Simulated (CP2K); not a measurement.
Set up this calculation in CP2K 2026.2, as the native input.

```yaml
Task: band structure
Functional: LDA
Potentials_or_basis: GTH_POTENTIALS Pt GTH-PADE-q18; TZVP-MOLOPT-PBE-GTH basis
Density_cutoff: 6123 eV
k_mesh: 12 × 12 × 12
Occupations: fermi-dirac, width 0.05 eV
Spin: no spin polarisation
SCF_solver: diagonalisation with k points
Quickstep_method: GPW
EPS_DEFAULT: 1.0E-10
EPS_SCF: 1.0E-6
MAX_SCF: 100
SCF_GUESS: ATOMIC
k_points_reduced_by_the_point_group: yes
Mesh_centred_on_Gamma: yes
CHOLESKY: OFF
EPS_EIGVAL: 1.0E-7
MIXING_METHOD: BROYDEN_MIXING
MIXING_ALPHA: 0.4
NBUFFER: 8
NGRIDS: 4
Basis_sets: Pt TZVP-MOLOPT-PBE-GTH-q18
Potentials: Pt GTH-PADE-q18 of GTH_POTENTIALS
ADDED_MOS: "[11]"
Points_a_segment_of_the_path_NPOINTS: 10
Bands_added_on_the_path: 4
REL_CUTOFF_Ry: 60 Ry
MIXING_BETA_1/bohr: 1.5 1/bohr
CUTOFF_of_the_grids: 450 Ry
```

Crystal: Pt.

```
Pt
1.0
     2.77313    0.00000    0.00000
     1.38657    2.40160    0.00000
     1.38657    0.80053    2.26425
Pt
1
Direct
  0.00000 0.00000 0.00000
```

One way to write it, as run:

pt_bands.inp

```
&GLOBAL
  PROJECT pt_bands
  RUN_TYPE ENERGY_FORCE
  PRINT_LEVEL LOW
&END GLOBAL
&FORCE_EVAL
  METHOD QS
  STRESS_TENSOR ANALYTICAL
  &DFT
    BASIS_SET_FILE_NAME BASIS_MOLOPT_UZH
    POTENTIAL_FILE_NAME GTH_POTENTIALS
    &MGRID
      CUTOFF 450
      REL_CUTOFF 60
      NGRIDS 4
    &END MGRID
    &QS
      METHOD GPW
      EPS_DEFAULT 1.0E-10
    &END QS
    &KPOINTS
      SCHEME MONKHORST-PACK 12 12 12
      GAMMA_CENTERED T
      SYMMETRY T
      SYMMETRY_BACKEND SPGLIB
    &END KPOINTS
    &SCF
      SCF_GUESS ATOMIC
      EPS_SCF 1.0E-6
      MAX_SCF 100
      ADDED_MOS 11
      CHOLESKY OFF
      EPS_EIGVAL 1.0E-7
      &DIAGONALIZATION ON
        ALGORITHM STANDARD
      &END DIAGONALIZATION
      &MIXING ON
        METHOD BROYDEN_MIXING
        ALPHA 0.4
        BETA 1.5
        NBUFFER 8
      &END MIXING
      &SMEAR ON
        METHOD FERMI_DIRAC
        ELECTRONIC_TEMPERATURE 580.23
      &END SMEAR
    &END SCF
    &XC
      &XC_FUNCTIONAL
        &LDA_X
        &END LDA_X
        &LDA_C_PW
        &END LDA_C_PW
      &END XC_FUNCTIONAL
    &END XC
    &PRINT
      &KPOINTS ON
      &END KPOINTS
      &MULLIKEN ON
      &END MULLIKEN
      &MO ON
        ENERGIES T
        OCCUPATION_NUMBERS T
        &EACH
          QS_SCF 0
        &END EACH
        ADD_LAST NUMERIC
      &END MO
      &LOWDIN ON
      &END LOWDIN
      &HIRSHFELD ON
        SHAPE_FUNCTION DENSITY
      &END HIRSHFELD
      &BAND_STRUCTURE
        FILE_NAME bands.bs
        ADDED_MOS 4
        &KPOINT_SET
          UNITS B_VECTOR
          NPOINTS 10
          SPECIAL_POINT GAMMA 0.00000000 0.00000000 0.00000000
          SPECIAL_POINT X 0.50000000 0.00000000 0.50000000
          SPECIAL_POINT W 0.50000000 0.25000000 0.75000000
          SPECIAL_POINT K 0.37500000 0.37500000 0.75000000
          SPECIAL_POINT GAMMA 0.00000000 0.00000000 0.00000000
          SPECIAL_POINT L 0.50000000 0.50000000 0.50000000
          SPECIAL_POINT U 0.62500000 0.25000000 0.62500000
          SPECIAL_POINT W 0.50000000 0.25000000 0.75000000
          SPECIAL_POINT L 0.50000000 0.50000000 0.50000000
          SPECIAL_POINT K 0.37500000 0.37500000 0.75000000
        &END KPOINT_SET
        &KPOINT_SET
          UNITS B_VECTOR
          NPOINTS 10
          SPECIAL_POINT U 0.62500000 0.25000000 0.62500000
          SPECIAL_POINT X 0.50000000 0.00000000 0.50000000
        &END KPOINT_SET
      &END BAND_STRUCTURE
    &END PRINT
  &END DFT
  &SUBSYS
    &CELL
      A 2.7731313745 0.0000000000 0.0000000000
      B 1.3865656872 2.4016022183 0.0000000000
      C 1.3865656872 0.8005340728 2.2642522857
      PERIODIC XYZ
    &END CELL
    &COORD
      SCALED
      Pt  0.0000000000 0.0000000000 0.0000000000
    &END COORD
    &KIND Pt
      BASIS_SET TZVP-MOLOPT-PBE-GTH-q18
      POTENTIAL GTH-PADE-q18
    &END KIND
    &PRINT
      &ATOMIC_COORDINATES ON
      &END ATOMIC_COORDINATES
      &CELL ON
      &END CELL
    &END PRINT
  &END SUBSYS
  &PRINT
    &FORCES ON
    &END FORCES
    &STRESS_TENSOR ON
    &END STRESS_TENSOR
  &END PRINT
&END FORCE_EVAL
```

Potentials or basis: GTH_POTENTIALS Pt GTH-PADE-q18; TZVP-MOLOPT-PBE-GTH basis.

Run with:

```sh
$ OMP_NUM_THREADS=1 cp2k.psmp -i pt_bands.inp -o pt_bands.out
```

Results of the run:

| Quantity | Value |
| --- | --- |
| Pressure | -23.2 GPa |
| Band gap on the k mesh | none (metal or under the smearing width) |

Caveat: so large a pressure means that the cell lies far from this level's equilibrium, or that cutoff or potentials fall short; spin-orbit coupling is left out, which moves the levels of the heavy elements; the basis of atomic orbitals isn't converged, which shifts pressures, moduli and gaps.

Run time: 78 s on 1 thread of Arm Neoverse V2 (shared host), peak memory 0.27 GiB.
